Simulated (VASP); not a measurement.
P, 2 atoms in the cell. Symmetry: R-3m, No. 166, trigonal system. Conventional cell: a = 3.451 Å, b = 3.451 Å, c = 9.389 Å, α = 90.00°, β = 90.00°, γ = 120.00°. P (site symmetry 3m) is surrounded by 3 P at 2.29 Å. This isn't the form of P at room conditions, which is orthorhombic.

| Quantity | Value |
| --- | --- |
| Program | VASP 6.6.1 |
| Task | relaxation of cell and atoms |
| Functional | PBEsol |
| Dispersion | D3(BJ) |
| Potentials or basis | VASP PAW PBE potentials, release 64 (P) |
| Cutoff | 520 eV |
| k mesh | 6 × 6 × 6 |
| Occupations | gaussian, width 0.02 eV |
| Spin | no spin polarisation |
| Target pressure | 7.4 GPa |
| Further INCAR settings | ALGO = Fast; EDIFF = 1e-07; IBRION = 2; EDIFFG = -0.002; NSW = 80; ISIF = 3 |
| Target pressure | 7.4 GPa |

Potentials or basis: VASP PAW PBE potentials, release 64 (P).

Launch:

```console
$ cat potpaw_PBE.64/P/POTCAR > POTCAR
$ mpirun -np 1 vasp_std > vasp.out
```

Hardware: 1 thread of Intel(R) Xeon(R) Platinum 8375C CPU @ 2.90GHz (Ice Lake), with other jobs on the host.

Question: How long does it take, and how much memory?

Answer: It took 85 s on 1 thread of Intel(R) Xeon(R) Platinum 8375C CPU @ 2.90GHz (Ice Lake), with other jobs on the host, peak memory 0.16 GiB. Counts: scf iterations 102, k points 32, ion steps 14.
